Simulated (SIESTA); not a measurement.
Crystal: Ir.

```
Ir
1.0
     0.00000    1.91560    1.91560
     1.91560    0.00000    1.91560
     1.91560    1.91560    0.00000
Ir
1
Direct
  0.00000 0.00000 0.00000
```

Base run:

| Item | Value |
| --- | --- |
| Program | SIESTA 5.4.2 |
| Functional | PBEsol |
| Potentials or basis | PseudoDojo 0.4 standard (PBE files) |
| Basis | DZP (energy shift 0.003 Ry; two zetas on semicore shells) |
| Grid cutoff | 800 Ry |
| Energy shift | 0.003 Ry |
| k mesh | 12 × 12 × 12 |
| Occupations | fermi-dirac, width 0.05 eV |
| Spin | no spin polarisation |

Its results: band gap on the k mesh none (metal or under the smearing width); pressure 3.2 GPa.

Problem. The run is repeated on the same cell with these changes: functional from PBEsol to PBE. What comes out?

Solution. Band gap on the k mesh none (metal or under the smearing width); pressure 14.3 GPa.

PBE binds less tightly than PBEsol, so the same cell stands under more pressure.

Caveats: short orbitals over semicore shells can move pressures by several GPa; the valence orbitals were made in a potential fitted to the semicore shell under them, which widens gaps by tenths of an eV or more; the basis of atomic orbitals isn't converged, which shifts pressures, moduli and gaps; the potentials were made for another functional, which shifts forces and pressure (some runs).

Not every run made on this cell is shown here.
